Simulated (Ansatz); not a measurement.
# GaAs: equation of state

Aim: scale the cell of GaAs up and down at fixed shape and fractional positions, and get the equilibrium volume and bulk modulus with LAPW, PAW and all-electron datasets made for the crystal.

Computed with Ansatz 0.2.0 (DFT PBE, scalar-relativistic, unless a step's input says otherwise).

### Step 1. Starting point

Symmetry: F-43m, No. 216, cubic system. Conventional cell: a = 5.654 Å, b = 5.654 Å, c = 5.654 Å, α = 90.00°, β = 90.00°, γ = 90.00°. Ga (site symmetry -43m) is surrounded by 4 As at 2.45 Å. As (site symmetry -43m) has 4 Ga at 2.45 Å as nearest neighbours.

Coordinates:

```
Ga As
1.0
     0.00000    2.82685    2.82685
     2.82685    0.00000    2.82685
     2.82685    2.82685    0.00000
Ga As
1 1
Direct
  0.00000 0.00000 0.00000
  0.75000 0.75000 0.75000
```

The cell is a deposited one (Crystallography Open Database entry 9008845); the temperature and pressure of the measurement aren't taken into account, and nothing was relaxed.

Atoms are numbered in the order of the input: Ga1, As2.

### Step 2. Volume × 0.9405, LAPW

The input, input.yaml:

```yaml
crystal:
  lattice:
    - [0.0, 2.7696338872, 2.7696338872]
    - [2.7696338872, 0.0, 2.7696338872]
    - [2.7696338872, 2.7696338872, 0.0]
  atoms:
    - { symbol: Ga, position: [0.0, 0.0, 0.0] }
    - { symbol: As, position: [0.75, 0.75, 0.75] }
kpoints:
  mp_grid: { grid: [10, 10, 10] }
scf:
  occupations: { method: fermi_dirac, width: 0.08 }
hamiltonian:
  xc: pbe
  pseudopotentials: { kind: all_electron, lapw: { basis_error: 0.001 } }
output:
  forces: true
  stress: true
  eigenvalues: true
```

### Step 3. Volume × 0.9405, PAW

input.yaml, as its differences from that of step 2:

```diff
@@ -14,3 +14,3 @@
   xc: pbe
-  pseudopotentials: { kind: all_electron, lapw: { basis_error: 0.001 } }
+  pseudopotentials: { kind: paw }
 output:
@@ -19 +19,2 @@
   eigenvalues: true
+  efg: { contact_densities: true }
```

### Step 4. Volume × 0.9405, crystal datasets

input.yaml, as its differences from that of step 3:

```diff
@@ -14,3 +14,3 @@
   xc: pbe
-  pseudopotentials: { kind: paw }
+  pseudopotentials: { kind: all_electron, datasets: crystal }
 output:
```

### Step 5. Volume × 0.98, LAPW

The input, input.yaml:

```yaml
crystal:
  lattice:
    - [0.0, 2.8078772807, 2.8078772807]
    - [2.8078772807, 0.0, 2.8078772807]
    - [2.8078772807, 2.8078772807, 0.0]
  atoms:
    - { symbol: Ga, position: [0.0, 0.0, 0.0] }
    - { symbol: As, position: [0.75, 0.75, 0.75] }
kpoints:
  mp_grid: { grid: [10, 10, 10] }
scf:
  occupations: { method: fermi_dirac, width: 0.08 }
hamiltonian:
  xc: pbe
  pseudopotentials: { kind: all_electron, lapw: { basis_error: 0.001 } }
output:
  forces: true
  stress: true
  eigenvalues: true
```

### Step 6. Volume × 0.98, PAW

input.yaml, as its differences from that of step 5:

```diff
@@ -14,3 +14,3 @@
   xc: pbe
-  pseudopotentials: { kind: all_electron, lapw: { basis_error: 0.001 } }
+  pseudopotentials: { kind: paw }
 output:
@@ -19 +19,2 @@
   eigenvalues: true
+  efg: { contact_densities: true }
```

### Step 7. Volume × 1.02, LAPW

The input, input.yaml:

```yaml
crystal:
  lattice:
    - [0.0, 2.8455714065, 2.8455714065]
    - [2.8455714065, 0.0, 2.8455714065]
    - [2.8455714065, 2.8455714065, 0.0]
  atoms:
    - { symbol: Ga, position: [0.0, 0.0, 0.0] }
    - { symbol: As, position: [0.75, 0.75, 0.75] }
kpoints:
  mp_grid: { grid: [10, 10, 10] }
scf:
  occupations: { method: fermi_dirac, width: 0.08 }
hamiltonian:
  xc: pbe
  pseudopotentials: { kind: all_electron, lapw: { basis_error: 0.001 } }
output:
  forces: true
  stress: true
  eigenvalues: true
```

### Step 8. Volume × 1.02, PAW

input.yaml, as its differences from that of step 7:

```diff
@@ -14,3 +14,3 @@
   xc: pbe
-  pseudopotentials: { kind: all_electron, lapw: { basis_error: 0.001 } }
+  pseudopotentials: { kind: paw }
 output:
@@ -19 +19,2 @@
   eigenvalues: true
+  efg: { contact_densities: true }
```

### Step 9. Volume × 1.06, LAPW

The input, input.yaml:

```yaml
crystal:
  lattice:
    - [0.0, 2.8822925071, 2.8822925071]
    - [2.8822925071, 0.0, 2.8822925071]
    - [2.8822925071, 2.8822925071, 0.0]
  atoms:
    - { symbol: Ga, position: [0.0, 0.0, 0.0] }
    - { symbol: As, position: [0.75, 0.75, 0.75] }
kpoints:
  mp_grid: { grid: [10, 10, 10] }
scf:
  occupations: { method: fermi_dirac, width: 0.08 }
hamiltonian:
  xc: pbe
  pseudopotentials: { kind: all_electron, lapw: { basis_error: 0.001 } }
output:
  forces: true
  stress: true
  eigenvalues: true
```

### Step 10. Volume × 1.06, PAW

input.yaml, as its differences from that of step 9:

```diff
@@ -14,3 +14,3 @@
   xc: pbe
-  pseudopotentials: { kind: all_electron, lapw: { basis_error: 0.001 } }
+  pseudopotentials: { kind: paw }
 output:
@@ -19 +19,2 @@
   eigenvalues: true
+  efg: { contact_densities: true }
```

### Step 11. Volume × 1.06, crystal datasets

input.yaml, as its differences from that of step 10:

```diff
@@ -14,3 +14,3 @@
   xc: pbe
-  pseudopotentials: { kind: paw }
+  pseudopotentials: { kind: all_electron, datasets: crystal }
 output:
```

(Steps that only read results are left out.)

Before running it: what results should come out? Wanted: equilibrium volume; bulk modulus (for each run or level that gives them).

As calculated:

| quantity | value |
| --- | --- |
| equilibrium volume (LAPW) | 23.717 Å³/atom |
| bulk modulus (LAPW) | 60 GPa |
| its pressure derivative (LAPW) | 4.8 |
| equilibrium volume (PAW) | 23.715 Å³/atom |
| bulk modulus (PAW) | 60 GPa |
| its pressure derivative (PAW) | 4.8 |

What this shows: By LAPW, the pressure vanishes at 23.72 Å³/atom (+5.0 % from the starting cell) and the bulk modulus there is 60 GPa (Birch-Murnaghan, third order). PAW's volume lies less than 0.01 % and its modulus less than 0.1 % from LAPW's. No thermal or zero-point expansion is included.
